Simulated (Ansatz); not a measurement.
A plane-wave DFT run in Ansatz 0.2.0 (scalar-relativistic PAW potentials unless the input names others): input and command.

```yaml
crystal:
  lattice:
    - [-3.540128669, -0.2460551588, -3.2400572895]
    - [0.0222157037, -3.691728119, -3.508328152]
    - [-3.7254931079, -3.6088216953, -0.0606907199]
  atoms:
    - { symbol: Na, position: [0.0018873698, -0.0037811165, 0.0014618495] }
    - { symbol: Na, position: [0.4998771701, 0.502330264, 0.497397505] }
    - { symbol: Cl, position: [0.2511402084, 0.2510776827, 0.2516427586] }
    - { symbol: Cl, position: [0.7470952517, 0.7503731699, 0.7494978869] }
basis:
  ecutwfc: "350 eV"
kpoints:
  mp_grid: { grid: [6, 6, 6] }
hamiltonian:
  xc: pbe
scf:
  occupations: { method: gaussian, width: 0.05 }
output:
  forces: true
  eigenvalues: true
  stress: true
```

```bash
ansatz run input.yaml --threads 2 --pin off --max-ram 5120MiB --backend cpu --events-out ev --progress --plain --runs-dir out
```

Abridged log:
```
Warning: basis.ecutwfc = 350 eV is below the records' recommended 420 eV, and the density's cutoff is lower with it unless basis.ecutrho_ratio is high enough to keep the records' density cutoff: compare with a run at a higher cutoff
Pseudopotentials: kind: paw
Pseudopotential: Na, paw, valence charge 9, recommended cutoff 420 eV (normal)
Pseudopotential: Cl, paw, valence charge 7, recommended cutoff 420 eV (normal)
Functional definition: PBE
Crystal: 4 atoms, lattice volume = 85.634 Å³
Basis set: ecut = 350 eV, 1279 PW (Γ), exchange–correlation on 60×64×64 points (8 copies of the dense FFT grid, shifted against one another)
Bands: 20, of which v1, the nominal top of the filled ones, is band 16 counted from 1 (15 counted from 0)
Symmetry: 1 space group operations
Space group: P1 (ITA 1), of the structure as read, at distance tolerance 4.4e-5 Å
k-points: 112 of 216 (time reversal used)
Initial density: superposition of atomic densities (neutral atoms: chi_scale 0, normalization atom), corrected by the library's trained network
Initial wavefunctions: pseudopotential atomic-orbital guess
Functional: x = pbe(κ = 0.804, μ = 0.21951497), c = pbe(β = 0.06672455)
SCF iter   1: F=—  HF=-5138.408393 eV  |F-HF|=—  |Δ(HF+E_count)|=         —  Δρ=5.92e-4  dr2=1.37e-4  ethr=1.77e-3  ⟨swp⟩=5.8  Hψ=9710  notcnv=0
SCF iter   2: F=—  HF=-5138.407216 eV  |F-HF|=—  |Δ(HF+E_count)|=   1.18e-3  Δρ=6.28e-4  dr2=4.58e-4  ethr=4.29e-7  ⟨swp⟩=3.0  Hψ=5526  notcnv=0
SCF iter   3: F=—  HF=-5138.407104 eV  |F-HF|=—  |Δ(HF+E_count)|=   1.13e-4  Δρ=3.65e-4  dr2=1.39e-4  ethr=4.29e-7  ⟨swp⟩=2.0  Hψ=2990  notcnv=0
SCF iter   4: F=—  HF=-5138.407069 eV  |F-HF|=—  |Δ(HF+E_count)|=   3.43e-5  Δρ=8.14e-5  dr2=6.48e-6  ethr=4.29e-7  ⟨swp⟩=2.0  Hψ=3136  notcnv=0
SCF iter   5: F=—  HF=-5138.407005 eV  |F-HF|=—  |Δ(HF+E_count)|=   6.44e-5  Δρ=4.87e-5  dr2=3.07e-6  ethr=2.02e-8  ⟨swp⟩=2.0  Hψ=3808  notcnv=0
SCF iter   6: F=—  HF=-5138.407004 eV  |F-HF|=—  |Δ(HF+E_count)|=   6.50e-7  Δρ=2.69e-5  dr2=9.15e-7  ethr=9.58e-9  ⟨swp⟩=1.5  Hψ=2564  notcnv=0
SCF iter   7: F=-5138.407004 eV  HF=-5138.407004 eV  |F-HF|=4.34e-8  |Δ(HF+E_count)|=   2.69e-7  Δρ=6.97e-6  dr2=5.86e-8  ethr=3.13e-10  ⟨swp⟩=3.0  Hψ=8271  notcnv=0
SCF 1 converged in 7 iterations: F = -5138.407004 eV  dr2 = 5.86e-8
SCF converged after 7 iterations
Free energy (F): -5138.407004 eV
Harris-Foulkes:  -5138.407004 eV  (|F-HF|=4.34e-8)
Internal energy: -5138.407004 eV  (E = F + TS)
E sigma→0 (E₀):  -5138.407004 eV
Fermi energy:    4.478343 eV
--- Forces (eV/Å), atoms counted from 1 ---
  atom   1  Na     0.01791965    -0.01266787    -0.00529882
  atom   2  Na    -0.00829336     0.00200100     0.01614267
  atom   3  Cl     0.01671576     0.01797441     0.03418598
  atom   4  Cl    -0.02634596    -0.00730743    -0.04503016
--- Stress (GPa, compression-positive) ---
       -2.331483      -0.265054       0.093693
       -0.265054       0.012735       0.115721
        0.093693       0.115721       4.167154
  P = ⅓ Tr σ = 0.6161 GPa (6.161 kbar)
```

Apart from outputs and empty bands, the input differs from a reference run on usual settings in basis.ecutwfc: 420 → "350 eV". The reference, at the same geometry (not necessarily relaxed), gave pressure 0.62 GPa, largest force 0.053 eV/Å, gap on the mesh 3.67 eV. This run converged in 7 SCF iterations (reference: 7) with an energy at zero smearing 1.71 meV/atom above the reference's, pressure 0.62 GPa, largest force 0.053 eV/Å, gap on the mesh 3.67 eV. Its cutoff is looser than usual, and the result moved.

It took 2.7 s on 2 threads of AMD EPYC 9R45 96-Core Processor (Zen 5) (shared host), peak memory 0.49 GiB.